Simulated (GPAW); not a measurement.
Input of a GPAW 26.7.0 run:

run.py

```python
import numpy as np
from ase.dft.bandgap import bandgap
from ase.io import read, write
from gpaw import GPAW, PW
from gpaw.response.df import DielectricFunction

atoms = read('BP.cif')

calc = GPAW(mode=PW(550),
            xc='GLLBSC',
            kpts={'size': (8, 8, 8), 'gamma': True},
            occupations={'name': 'fermi-dirac', 'width': 0.001},
            nbands=11,
            convergence={'density': 1e-06},
            maxiter=150,
            txt='gpaw.txt')
atoms.calc = calc
energy = atoms.get_potential_energy()
calc.write('gs.gpw')
write('result.traj', atoms)
print('Fermi level:', round(calc.get_fermi_level(), 4), 'eV')
print(f'Gap: {bandgap(calc)[0]:.4f} eV, direct: {bandgap(calc, direct=True)[0]:.4f} eV')

dense = calc.fixed_density(kpts={'size': (25, 25, 25), 'gamma': True},
                           nbands=66, convergence={'bands': 60},
                           update_fermi_level=True, txt='dense.txt')
dense.write('dense.gpw', mode='all')

df = DielectricFunction('dense.gpw', frequencies={'type': 'nonlinear', 'domega0': 0.1, 'omega2': 10},
                        eta=0.3, ecut=40, nbands=60, txt='df.txt')
for i, q_c in enumerate([[0.0, 0.0, 0.12], [0.0, 0.0, 0.52]]):
    eels0, eels = df.get_eels_spectrum(xc='RPA', q_c=q_c, filename=f'eels_{i}.csv')
    q = np.linalg.norm(2 * np.pi * np.array(q_c) @ atoms.cell.reciprocal())
    print(f'|q| = {q:.4f} 1/A: loss peak at {df.get_frequencies()[eels.argmax()]:.3f} eV')
```

BP.cif

```cif
data_BP
_cell_length_a 3.20885057
_cell_length_b 3.20885057
_cell_length_c 3.20885057
_cell_angle_alpha 60.00000000
_cell_angle_beta 60.00000000
_cell_angle_gamma 60.00000000
_space_group_name_H-M_alt 'P1'
_space_group_name_Hall 'P 1'
_space_group_IT_number 1
loop_
_space_group_symop_operation_xyz
'x,y,z'
loop_
_atom_site_label
_atom_site_type_symbol
_atom_site_symmetry_multiplicity
_atom_site_Wyckoff_symbol
_atom_site_fract_x
_atom_site_fract_y
_atom_site_fract_z
_atom_site_occupancy
P1 P 1 a 0.7500000000 0.7500000000 0.7500000000 1
B1 B 1 a 0.0000000000 0.0000000000 0.0000000000 1
```

Potentials or basis: the program's PAW data sets (release 1.2.1) made for this functional, pw.

Run with:

```bash
$ OMP_NUM_THREADS=1 python run.py
```

(1) What does it give for the band gap on the k mesh, Kohn-Sham part alone?

Results:

(1) 1.36 eV, indirect (least direct gap 3.57 eV).

Caveat: the highest transitions drop out of the frequency grid; a model potential gives levels but no total energy; response on these states lacks terms of the Hamiltonian; an odd mesh through Γ misses points on the zone boundary, where band edges often lie.
